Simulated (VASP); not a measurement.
# The (0 0 1) face of TiMo3 in VASP

Aim: model the (0 0 1) face of TiMo3 by a slab and find how far its highest filled level lies below the vacuum. The start is a computed cell from the Materials Project.

Program: VASP 6.6.1. Level of theory: PBE with D3(BJ); plane waves and PAW (Ti, Mo). Results are calculated unless marked as measured.

Report form: the programs' logs are mostly left out.

**1. Set-up**

The cell holds 10 atoms: 3 Ti and 7 Mo. Cell: a = 3.165 Å, b = 4.421 Å, c = 23.950 Å, α = 90.0°, β = 90.0°, γ = 90.0°. It derives from TiMo3. The (0 0 1) slab of TiMo3, cut from the database cell. Vacuum lies along c.

As a file:

```xyz
10
Lattice="3.1652 0.0000 0.0000 0.0000 4.4210 0.0000 0.0000 0.0000 23.9502" Properties=species:S:1:pos:R:3
Ti    1.5826    0.0000    7.5000
Ti    0.0000    2.2105   11.9751
Ti    1.5826    0.0000   16.4502
Mo    0.0000    2.2105    7.5000
Mo    1.5826    2.2105    9.6785
Mo    0.0000    0.0000    9.7965
Mo    1.5826    0.0000   11.9751
Mo    0.0000    0.0000   14.1536
Mo    1.5826    2.2105   14.2716
Mo    0.0000    2.2105   16.4502
```

**2. Relaxing the slab**

The free atoms relax, while those held by selective dynamics keep their cut positions.

The input, INCAR:

```
SYSTEM = Ti3Mo7
PREC = Normal
ENCUT = 300
EDIFF = 1E-05
NELM = 120
ISMEAR = 1
SIGMA = 0.05
LREAL = .FALSE.
ALGO = Fast
GGA = PE
IVDW = 12
NBANDS = 37
LORBIT = 11
LWAVE = .FALSE.
LCHARG = .FALSE.
KPAR = 2
IBRION = 2
NSW = 40
ISIF = 2
EDIFFG = -0.03
POTIM = 0.4
MAXMIX = 40
IDIPOL = 3
LDIPOL = .TRUE.
DIPOL = 0.5 0.5 0.5
```

The input, POSCAR:

```
Ti3Mo7
1.0
    3.1652099700      0.0000000000      0.0000000000
    0.0000000000      4.4210351800      0.0000000000
    0.0000000000      0.0000000000     23.9501518200
Ti Mo
3 7
Selective dynamics
Direct
    0.5000000000      0.0000000000      0.3131504200  F F F
    0.0000000000      0.5000000000      0.5000000000  T T T
    0.5000000000      0.0000000000      0.6868495800  T T T
    0.0000000000      0.5000000000      0.3131504200  F F F
    0.5000000000      0.5000000000      0.4041122000  F F F
    0.0000000000      0.0000000000      0.4090382100  F F F
    0.5000000000      0.0000000000      0.5000000000  T T T
    0.0000000000      0.0000000000      0.5909617900  T T T
    0.5000000000      0.5000000000      0.5958878000  T T T
    0.0000000000      0.5000000000      0.6868495800  T T T
```

The input, KPOINTS:

```
Automatic mesh
0
Gamma
6 5 1
0 0 0
```

PAW data sets: Ti and Mo (PBE family, release 64).

Command:

```sh
$ mpirun -np 2 vasp_std
```

It took 2.1 min on 2 MPI ranks of AMD EPYC 9R14 (Zen 4), shared host; peak memory 0.4 GiB; 4.2 min of CPU time.

Dispersion corrections of this kind ignore metallic screening and tend to overbind metals. The data sets Ti and Mo keep the semicore shell frozen, which is cheaper and a little less accurate. The run keeps the 4 symmetry operations of its start, so it cannot find a distortion of lower symmetry.

Relaxation path:

```
step  energy less that of the first step (eV)  largest force (eV/Å)
   1                                   0.0000                0.6543
   2                                  -0.0291                0.4403
   3                                  -0.0439                0.3171
   4                                  -0.0539                0.2319
   5                                  -0.0632                0.3970
   6                                  -0.0711                0.3338
   7                                  -0.0860                0.2481
   8                                  -0.0719                0.4200
   9                                  -0.0881                0.2739
  10                                  -0.0938                0.0845
  11                                  -0.0939                0.0867
  12                                  -0.0942                0.0316
  13                                  -0.0942                0.0108
```

The atoms that moved most (Å):

```
atom     dx     dy      dz  length
Mo10  0.000  0.000  -0.191   0.191
 Ti3  0.000  0.000  -0.186   0.186
 Mo9  0.000  0.000  -0.114   0.114
 Mo8  0.000  0.000  -0.070   0.070
 Ti2  0.000  0.000  -0.053   0.053
 Mo7  0.000  0.000  -0.044   0.044
```

The relaxed structure:

```
Ti Mo
1.0
     3.16521    0.00000    0.00000
     0.00000    4.42104    0.00000
     0.00000    0.00000   23.95015
Ti Mo
3 7
Direct
  0.50000 0.00000 0.31315
  0.00000 0.50000 0.49778
  0.50000 0.00000 0.67909
  0.00000 0.50000 0.31315
  0.50000 0.50000 0.40411
  0.00000 0.00000 0.40904
  0.50000 0.00000 0.49816
  0.00000 0.00000 0.58803
  0.50000 0.50000 0.59114
  0.00000 0.50000 0.67889
```

This step gave:

* electronic cycles: 126
* electrons: 54
* free energy (TOTEN): -102.5749 eV
* energy at zero smearing: -102.5748 eV
* Fermi energy: 0.3258 eV
* labelled metallic, from the levels on this mesh: yes
* dipole moment: 0, 0, -0.005421 e·Å

The run ended after 13 ionic steps, 0.094 eV below its first step, once the forces on the free atoms met EDIFFG = -0.03.

Only the dipole across the slab is computed (IDIPOL = 3); zeros along the plane are no results.

**3. Potential and states of the slab**

A static run writes the electrostatic potential without exchange and correlation (LVHAR), which is flat in the vacuum and gives the level to count from. The dipole correction cancels the field that unlike faces would set up across the vacuum.

The input, INCAR:

```
SYSTEM = Ti3Mo7
PREC = Normal
ENCUT = 300
EDIFF = 1E-06
NELM = 120
ISMEAR = 1
SIGMA = 0.05
LREAL = .FALSE.
ALGO = Fast
GGA = PE
IVDW = 12
NBANDS = 51
LORBIT = 11
LWAVE = .TRUE.
LCHARG = .TRUE.
IDIPOL = 3
LDIPOL = .TRUE.
DIPOL = 0.5 0.5 0.497
LVHAR = .TRUE.
LVACPOTAV = .TRUE.
LELF = .TRUE.
NEDOS = 1500
```

The input, POSCAR:

```
Ti3Mo7
1.0
    3.1652099700      0.0000000000      0.0000000000
    0.0000000000      4.4210351800      0.0000000000
    0.0000000000      0.0000000000     23.9501518200
Ti Mo
3 7
Direct
    0.5000000000      0.0000000000      0.3131504200
    0.0000000000      0.5000000000      0.4977769262
    0.5000000000      0.0000000000      0.6790922050
    0.0000000000      0.5000000000      0.3131504200
    0.5000000000      0.5000000000      0.4041122000
    0.0000000000      0.0000000000      0.4090382100
    0.5000000000      0.0000000000      0.4981630632
    0.0000000000      0.0000000000      0.5880265021
    0.5000000000      0.5000000000      0.5911422805
    0.0000000000      0.5000000000      0.6788882630
```

KPOINTS is that of step 2.

Command:

```sh
$ mpirun -np 2 vasp_std
```

Wall time 52 s (2 MPI ranks); peak memory 0.32 GiB.

This step gave:

| Item | Value |
| --- | --- |
| electronic cycles | 37 |
| Fermi energy | 0.3245 eV |
| DOS at the Fermi level | 12.54 states/eV/cell |
| dipole moment | 0, 0, -0.005699 e·Å |
| vacuum levels | 4.718, 4.792 eV |
| work functions of the upper and lower face | 4.393, 4.467 eV |

The density of states has structure finer than the step of the table below, so its rows give means over 0.5 eV, whole bins alone (the curve runs from -6.88 to 5.67 eV). Peaks (eV: height): total -3.29: 26.1, 2.42: 33.9, 2.62: 28.4, 3.23: 27.1; Ti p -0.95: 1.28, -0.68: 1.21, 0.16: 1.95, 0.44: 1.12; Ti d 2.42: 12.5, 2.62: 9.80, 2.82: 9.61, 3.23: 12.5; Mo s -4.17: 2.43, -4.10: 2.62, -3.77: 2.47, -3.29: 3.49; Mo p -1.08: 1.84, -0.70: 1.64, -0.49: 1.79, 0.16: 2.14.

Density of states against energy, zero at the Fermi level; means over each step; values in states/eV/cell:

```
energy (eV)   total     Ti p     Ti d     Mo s     Mo p     Mo d
       -6.5   0.136  0.00120   1.5e-5   0.0827  0.00130   7.4e-4
       -6.0   0.446  0.00868   5.9e-4    0.258   0.0160  0.00315
       -5.5   0.755   0.0207  0.00283    0.415   0.0378   0.0200
       -5.0    1.10   0.0434  0.00665    0.510   0.0656    0.145
       -4.5    2.59   0.0864   0.0733    0.808    0.165    0.819
       -4.0    9.55    0.232    0.581     1.55    0.386     5.15
       -3.5    13.1    0.397    0.964     1.47    0.669     7.44
       -3.0    10.2    0.402    0.929    0.836    0.596     5.99
       -2.5    10.7    0.287     1.07    0.343    0.534     7.78
       -2.0    15.1    0.354     2.33    0.193    0.836     10.1
       -1.5    11.4    0.367     2.14    0.188    0.664     7.06
       -1.0    14.1    0.698     2.44    0.310    1.000     8.24
       -0.5    13.3    0.606     2.88    0.250    0.974     6.83
        0.0    9.89    0.694     2.71    0.197    0.974     3.50
        0.5    6.69    0.371     1.86   0.0576    0.589     2.90
        1.0    10.3    0.382     3.07    0.143    0.599     4.90
        1.5    13.2    0.344     4.27    0.156    0.558     6.55
        2.0    16.4    0.264     5.57    0.103    0.442     8.89
        2.5    18.7    0.225     6.94    0.114    0.330     10.1
        3.0    16.9    0.224     6.36    0.133    0.250     9.17
        3.5    8.17    0.218     2.70   0.0936    0.287     4.42
        4.0    4.88    0.232     1.29    0.122    0.287     2.56
        4.5  0.0774   5.7e-5  0.00422  -1.5e-5   1.1e-4   0.0717
        5.0   0.185   0.0381   0.0174   1.2e-5   0.0313   0.0882
```

The planar average of the electrostatic potential oscillates, so the rows of the table below give means over windows of 2.22 Å about each position, cut where the curve ends. Its maxima inside the range that stand out by 2 % of the span (Å: eV): 8.5: -1.57, 10.9: -1.94, 13.0: -1.92, 15.2: -2.42. Its minima: 7.5: -7.94, 9.8: -10.6, 12.0: -7.86, 14.1: -10.6, 16.3: -8.00.

Zero at the Fermi level. The planar average of the electrostatic potential by height; means over each step:

```
height (Å)  planar average of the electrostatic potential (eV)
      1.11                                                4.47
      3.33                                                4.46
      5.55                                                2.91
      7.77                                               -4.94
      9.99                                               -6.45
     12.21                                               -4.99
     14.43                                               -6.61
     16.65                                               -4.22
     18.87                                                4.02
     21.09                                                4.39
     23.31                                                4.40
```

Density of states in the PAW spheres, an atom over height of the layer and energy from the Fermi level.

Ten even steps from '0' (0.00 states/eV) to '9' (1.82 states/eV), each cell a mean:
```
5232324
6324227
7445447
8546448
7677777
6556545
7896777
4875894
3663663
4784874
3885884
2565762
1333441
0110110
0000000
0000000
0000000
0000000
0000000
0000000
0000000
0000000
```
Columns: height of the layer (Å) from 7.5 to 16.3 (not evenly spaced); rows upwards: energy from the Fermi level (eV) from -7.9 to 0.5.

Force by atom:

```
atom  x (eV/Å)  y (eV/Å)  z (eV/Å)   size
 Ti1     0.000     0.000     0.501  0.501
 Ti2     0.000     0.000     0.003  0.003
 Ti3     0.000     0.000     0.010  0.010
 Mo4     0.000     0.000     0.611  0.611
 Mo5     0.000     0.000    -0.275  0.275
 Mo6     0.000     0.000    -0.844  0.844
 Mo7     0.000     0.000     0.000  0.000
 Mo8     0.000     0.000     0.000  0.000
 Mo9     0.000     0.000    -0.004  0.004
Mo10     0.000     0.000    -0.002  0.002
```

Valence density in the ca plane at fractional y = 0.000, with atoms of Ti and Mo within 0.2 Å of it. It is the smooth field of the valence electrons, not physical close to the nuclei.

Ten even steps from '0' (0.0 e/Å³) to '9' (1.2 e/Å³), each cell a mean:
```
00000000000000000001111236887532222246887421
00000000000000000001111124544333333334554322
00000000000000000013553222222235666422222223
00000000000000000015984212222246997422222224
00000000000000000014773212222246887422222223
00000000000000000012332123333334554333333222
00000000000000000001111235666432222235666321
00000000000000000001111236997532222246997421
```
Columns run along c (16.0 Å, from fractional 0.00 to 0.67 of the cell), rows up along a (3.2 Å). Atoms in or near the plane, at fractional coordinates: Ti at (0.31, 0.50), Mo at (0.41, 0.00), Mo at (0.50, 0.50), Mo at (0.59, 0.00).

ELF in the ca plane at fractional y = 0.000, with atoms of Ti and Mo within 0.2 Å of it. It is the smooth field of the valence electrons, not physical close to the nuclei.

Ten even steps from '0' (0.00) to '9' (0.65), each cell a mean:
```
56431002465346530002465457887421000000000000
13442013553124541024542112444210000000000000
01454234541003553245520000111100000000000000
00377666420001466677400000000000000000000000
01465445530002454356410000001100000000000000
02443114542014542124531011233210000000000000
35531002554235531013553235676421000000000000
66420001467566520002467678998521000000000000
```
Columns run along c (16.0 Å, from fractional 0.33 to 1.00 of the cell), rows up along a (3.2 Å). Atoms in or near the plane, at fractional coordinates: Ti at (0.68, 0.50), Mo at (0.41, 0.00), Mo at (0.50, 0.50), Mo at (0.59, 0.00).

Electrostatic potential energy in the ca plane at fractional y = 0.000, with atoms of Ti and Mo within 0.2 Å of it. With pseudopotentials it is smooth inside the atoms' cores, unlike the true potential.

Values in eV, 5 rows by 16 columns, each cell a mean:
```
 -2 -16 -20  -4  -4 -11 -22  -6  -3   1   4   5   5   5   5   5
 -7  -4  -6 -12 -19  -5  -7  -5 -10  -4   4   5   5   5   5   5
 -9   0   0 -16 -24  -4   0  -5 -13  -6   3   5   5   5   5   5
 -5  -8 -11 -10 -14  -7 -12  -5  -8  -2   4   5   5   5   5   5
 -1 -18 -22  -3  -1 -13 -24  -6  -1   2   4   5   5   5   5   5
```
Columns run along c (16.0 Å, from fractional 0.33 to 1.00 of the cell; values clipped at the 3rd and 97th percentile), rows up along a (3.2 Å). Atoms in or near the plane, at fractional coordinates: Ti at (0.68, 0.50), Mo at (0.41, 0.00), Mo at (0.50, 0.50), Mo at (0.59, 0.00).

The density of states holds every band computed, so its fall toward the upper end of the range is no gap.

The map of layer states is cut here 0.5 eV above the Fermi level, so it leaves out the states above that.

The vacuum level lies 4.39 eV above the Fermi level at the upper face; the two faces differ by 0.07 eV, the step that the slab's dipole of -0.006 e·Å makes.

The program found no field-free point at its default tolerance, but its printed level agrees with the flat part of the planar average.

On this mesh the fine structure of the density of states is sampling noise, and high empty states may be cut by the number of bands.

**4. Tunnelling image, filled states within 1.5 eV**

A partial density over this window, at constant height above the top atom, is the Tersoff-Hamann picture of a tunnelling image.

The input, INCAR:

```
SYSTEM = Ti3Mo7
PREC = Normal
ENCUT = 300
EDIFF = 1E-05
NELM = 120
ISMEAR = 1
SIGMA = 0.05
LREAL = .FALSE.
ALGO = Fast
GGA = PE
IVDW = 12
NBANDS = 52
LWAVE = .FALSE.
LCHARG = .FALSE.
ISTART = 1
LPARD = .TRUE.
NBMOD = -3
EINT = -1.5 0
LSEPB = .FALSE.
LSEPK = .FALSE.
```

POSCAR is that of step 3.

KPOINTS is that of step 3.

The WAVECAR or CHGCAR of an earlier step is read.

Command:

```sh
$ mpirun -np 2 vasp_std
```

Run time: 1.6 s. Hardware: 2 MPI ranks; 2.1 s of CPU time.

Local density of states in the window along a and b. Constant height, 2.5 Å above the top atom.

Ten even steps from '0' (4.26 × 1e-3 e/Å³) to '9' (5.24 × 1e-3 e/Å³), each cell a mean:
```
9999876543210000012345678999
9998876543221101122345678899
9988876654332222233456678889
8888776655443333344556677888
7777766665555555555566667777
5566666666666666666666666665
4444555666777777777666555444
3333445567788888887765544333
1122344567788888887765443221
0011234567788999887765432110
0001234567789999987765432100
0001234567789999987765432100
1112234567788999887765432211
2223345567788888887765543322
3344455666777888777666554443
5555556666667777766666655555
6666666666655555556666666666
7777776655544444445556677777
8888776654433222334456677888
9998876554321111123455678899
9999876543210000012345678999
9999876543110000011345678999
```
Columns: along a (fractional) from 0 to 0.964; rows upwards: along b (fractional) from 0 to 0.975.

Partial charge density in the ca plane at fractional y = 0.000, with atoms of Ti and Mo within 0.2 Å of it. It is the smooth field of the valence electrons, not physical close to the nuclei.

Ten steps, logarithmic in the rise over the least value, from '0' (0.00 Å⁻³) to '9' (0.70 Å⁻³), each cell a mean:
```
44578887655455678887544445432100000000000000
55567666666666667676555555432100000000000000
86555555678887655555678886432100000000000000
97555445678988654455679997432100000000000000
97555445678887654455679987432100000000000000
76556556667776666566667775432100000000000000
45567777655555677777554455432100000000000000
44578887654445678887544444432100000000000000
```
Columns run along c (16.0 Å, from fractional 0.33 to 1.00 of the cell), rows up along a (3.2 Å). Atoms in or near the plane, at fractional coordinates: Ti at (0.68, 0.50), Mo at (0.41, 0.00), Mo at (0.50, 0.50), Mo at (0.59, 0.00).

Shared out to the nearest atoms, the partial charge density has 70 % on Mo; its largest share on one atom is 14 % (Mo4), and it takes 8 of the 10 atoms to pass 80 %.

Between its 5th and 95th percentile the partial density varies by a factor of 1.2, which sets the contrast of the image.

**5. Tunnelling image, empty states within 1.5 eV**

INCAR: that of step 4 with these lines changed.

```diff
@@ -17,3 +17,3 @@
 NBMOD = -3
-EINT = -1.5 0
+EINT = 0 1.5
 LSEPB = .FALSE.
```

POSCAR is that of step 4.

KPOINTS is that of step 4.

The run starts from files that an earlier step left in the folder.

Command:

```sh
$ mpirun -np 2 vasp_std
```

Run time: 1.6 s. Hardware: 2 MPI ranks.

Local density of states in the window along a and b. Constant height, 2.5 Å above the top atom.

Ten even steps from '_' (5.49 × 1e-3 e/Å³) to '@' (8.70 × 1e-3 e/Å³), each cell a mean:
```
________________________________________________________
________________________________________________________
........................................................
----------::::::::::::..............::::::::::::--------
============------::::::::::::::::::::::------==========
******++++++====------::::::::::::::------====++++++****
########****++++==------::::::::::------==++++****######
%%%%%%####****++====----::::::::::----====++****####%%%%
@@@@@@%%%%##**++++==----::::::::::----==++++**##%%%%@@@@
@@@@@@%%%%##**++++==----::::::::::----==++++**##%%%%@@@@
@@@@@@@@%%##**++++==----::::::::::----==++++**##%%@@@@@@
@@@@@@@@%%##**++++==----::::::::::----==++++**##%%@@@@@@
@@@@@@%%%%##**++++==----::::::::::----==++++**##%%%%@@@@
%%%%%%%%####**++====----::::::::::----====++**####%%%%%%
%%%%######**++++====----::::::::::----====++++**######%%
**********++++====------::::::::::------====++++********
++++++++======------::::::::::::::::::------======++++++
--------------::::::::::::......::::::::::::------------
::::::::::::::::..........................::::::::::::::
....................__________________..................
________________________________________________________
________________________________________________________
```
Columns: along a (fractional) from 0 to 0.964; rows upwards: along b (fractional) from 0 to 0.975.

Partial charge density in the ca plane at fractional y = 0.000, with atoms of Ti and Mo within 0.2 Å of it. It is the smooth field of the valence electrons, not physical close to the nuclei.

Values in units of 1e-1 Å⁻³, 5 rows by 16 columns, each cell a mean:
```
0.0 0.0 0.0 0.0 0.0 0.1 0.4 0.7 0.7 1.9 1.6 0.3 0.3 1.3 1.9 0.7
0.0 0.0 0.0 0.0 0.0 0.1 0.9 4.2 1.6 0.6 0.6 0.9 1.0 0.5 0.5 1.5
0.0 0.0 0.0 0.0 0.0 0.1 1.3 7.6 2.5 0.2 0.3 1.3 1.5 0.3 0.2 2.2
0.0 0.0 0.0 0.0 0.0 0.1 0.6 2.5 1.1 0.9 0.8 0.7 0.7 0.7 0.9 1.1
0.0 0.0 0.0 0.0 0.0 0.1 0.4 0.6 0.6 2.1 1.9 0.3 0.3 1.4 2.1 0.7
```
Columns run along c (16.0 Å, from fractional 0.00 to 0.67 of the cell), rows up along a (3.2 Å). Atoms in or near the plane, at fractional coordinates: Ti at (0.31, 0.50), Mo at (0.41, 0.00), Mo at (0.50, 0.50), Mo at (0.59, 0.00).

Shared out to the nearest atoms, the partial charge density has 60 % on Mo; its largest share on one atom is 16 % (Ti1), and it takes 8 of the 10 atoms to pass 80 %.

Between its 5th and 95th percentile the partial density varies by a factor of 1.5, which sets the contrast of the image.

**6. Derived quantities**

This step: slab, PBE + D3(BJ); plane waves and PAW (VASP 6.6.1).

No new run; the numbers come from the runs before.

**7. Results**

```yaml
work_function_of_the_slab: 4.39 eV
```

What this shows: The work function is 4.39 eV at the upper face and 4.47 eV at the lower, which was held as cut. The slab's composition differs from the bulk's (TiMo3). The atom that ends on top (Ti) moved inwards by 0.19 Å. The cell in the plane was kept as given and was not relaxed here.

[Lines on the potential files, build, host, timing and source positions are cut from VASP's logs without a mark.]

[Logs are printed without paths, hosts, clocks, repeated set-up lines and the standing remarks that a program may print on its own settings, such as how far it seeks lower states.]

[Hosts, paths, dates, database ids (printed as entryN), source tags and the programs' standing remarks are cut or masked in the printed files.]

[In band tables of VASP the shares of atoms and orbitals are scaled to a sum of 1 inside the atoms' spheres.]

[Runs that stopped without an error message from VASP are left out.]

[VASP counts the dipole in electrons times Å, so a positive number points the physical dipole along −c.]
